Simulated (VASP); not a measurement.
A run of VASP 6.6.1 is set up as follows.

Contents of INCAR:

```
ALGO = Normal ; EDIFF = 1E-7
EDIFFG = -0.005 ; ENCUT = 600
GGA = PE ; IBRION = 2
ISIF = 3 ; ISMEAR = 0
IVDW = 12 ; KPAR = 4
LASPH = True ; LCHARG = False
LREAL = False ; LWAVE = False
NELM = 80 ; NSW = 90
PREC = Accurate ; SIGMA = 0.03
```

File KPOINTS:

```
k-points
0
Gamma
  12 12 3
```

File POSCAR:

```
MoS2                                    
1.0
    3.1487811861      0.0000000000      0.0000000000
   -1.5743905931      2.7269244981     -0.0000000000
    0.0000000000      0.0000000000     12.0885171661
  Mo              S             
     2     4
Direct
     0.3333333332999970    0.6666666667000030    0.2500000000000000
     0.6666666667000030    0.3333333332999970    0.7500000000000000
     0.3333333332999970    0.6666666667000030    0.6205253140717246
     0.6666666667000030    0.3333333332999970    0.1205253140717245
     0.3333333332999970    0.6666666667000030    0.8794746859282754
     0.6666666667000030    0.3333333332999970    0.3794746859282756
```

Potentials or basis: VASP PAW PBE potentials, release 64 (Mo_sv, S).

Run with:

```console
$ cat potpaw_PBE.64/Mo_sv/POTCAR potpaw_PBE.64/S/POTCAR > POTCAR
$ mpirun -np 4 vasp_std > vasp.out
```

What does it give for the band gap on the k mesh?

0.80 eV, indirect (least direct gap 1.71 eV).

What does it give for the dispersion energy per atom?

-0.438 eV.

Final structure:
```
CELL_PARAMETERS angstrom
3.14878 0.00000 0.00000
-1.57439 2.72692 0.00000
0.00000 0.00000 12.08852
ATOMIC_POSITIONS crystal
Mo 0.33333 0.66667 0.25000
Mo 0.66667 0.33333 0.75000
S 0.33333 0.66667 0.62053
S 0.66667 0.33333 0.12053
S 0.33333 0.66667 0.87947
S 0.66667 0.33333 0.37947
```

Caveat: the relaxation stopped at its first step, so nothing moved; an odd mesh through Γ misses points on the zone boundary, where band edges often lie.
